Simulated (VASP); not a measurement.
A run of VASP 6.6.1 is set up as follows.

POSCAR

```
BaF2
1.0
    0.0000000000      3.1000500000      3.1000500000
    3.1000500000      0.0000000000      3.1000500000
    3.1000500000      3.1000500000      0.0000000000
Ba F
1 2
Direct
    0.0000000000      0.0000000000      0.0000000000
    0.7500000000      0.7500000000      0.7500000000
    0.2500000000      0.2500000000      0.2500000000
```

File INCAR.step1:

```
SYSTEM = BaF2
PREC = Accurate
ENCUT = 500
EDIFF = 1E-8
ISMEAR = 0
SIGMA = 0.01
LREAL = .False.
LASPH = .True.
NELM = 60
ALGO = Fast
LWAVE = .True.
LCHARG = .False.
GGA = PE
```

File INCAR.step2:

```
SYSTEM = BaF2
PREC = Accurate
ENCUT = 500
EDIFF = 1E-8
ISMEAR = 0
SIGMA = 0.01
LREAL = .False.
LASPH = .True.
NELM = 1
ALGO = Exact
LWAVE = .True.
LCHARG = .False.
GGA = PE
NBANDS = 275
LOPTICS = .True.
ISTART = 1
```

File INCAR.step3:

```
SYSTEM = BaF2
PREC = Accurate
ENCUT = 500
EDIFF = 1E-8
ISMEAR = 0
SIGMA = 0.01
LREAL = .False.
LASPH = .True.
ALGO = EVGW0
LWAVE = .False.
LCHARG = .False.
GGA = PE
NELMGW = 1
NBANDS = 275
ENCUTGW = 120
NOMEGA = 48
PRECFOCK = Fast
ISTART = 1
NBANDSGW = 20
```

File KPOINTS:

```
regular mesh
0
Gamma
  4 4 4
  0 0 0
```

Potentials or basis: VASP PAW PBE potentials, release 64 (Ba_sv_GW, F_GW).

The run is started by

```bash
$ cat potpaw_PBE.64/Ba_sv_GW/POTCAR potpaw_PBE.64/F_GW/POTCAR > POTCAR
$ cp INCAR.step1 INCAR
$ mpirun -np 1 vasp_std > vasp.out
$ cp INCAR.step2 INCAR
$ mpirun -np 1 vasp_std > vasp.out
$ cp INCAR.step3 INCAR
$ mpirun -np 1 vasp_std > vasp.out
```

Q: Predict the quasiparticle gap.

A: 9.48 eV.

Q: Predict the least direct quasiparticle gap.

A: 9.60 eV.

Q: Predict the band gap on the k mesh, mean-field level.

A: 6.83 eV, indirect (least direct gap 6.92 eV).

Caveat: the k mesh is coarse (spacing up to 0.44 Å⁻¹), so the values aren't converged; bands, screening cutoff and mesh are small and nothing is extrapolated, so the quasiparticle values aren't converged; spin-orbit coupling is left out, which moves the levels of the heavy elements. A k mesh can miss the band edges.
